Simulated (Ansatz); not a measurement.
The system is WC.

```
W C
1.0
     0.00000    2.19268    2.19268
     2.19268    0.00000    2.19268
     2.19268    2.19268    0.00000
W C
1 1
Cartesian
  0.0000 0.0000 0.0000
  2.1927 2.1927 2.1927
```

Measurements of this composition are mostly on another form, of space group No. 187.

Base run:

| Quantity | Value |
| --- | --- |
| Program | Ansatz 0.2.0 |
| Functional | PBE |
| Potentials or basis | Ansatz PAW |
| Cutoff | 420 eV (not typed: the program's choice for these potentials) |
| k mesh | 10 × 10 × 10 |
| Occupations | fermi-dirac, width 0.05 eV |
| Spin | no spin polarisation |

Its results: band gap on the k mesh none (metal or under the smearing width); pressure -1.5 GPa.

Problem. The run is repeated on the same cell with these changes: functional from PBE to LDA. What comes out?

Solution. Band gap on the k mesh none (metal or under the smearing width); pressure -16.1 GPa.

LDA binds more tightly than PBE, so the same cell stands under less pressure.

Caveats: spin-orbit coupling is left out, which moves the levels of the heavy elements; so large a pressure means that the cell lies far from this level's equilibrium, or that cutoff or potentials fall short (some runs); the PAW data sets come from PBE, with cores solved anew for the run's functional, which leaves a small shift of forces and pressure (some runs).
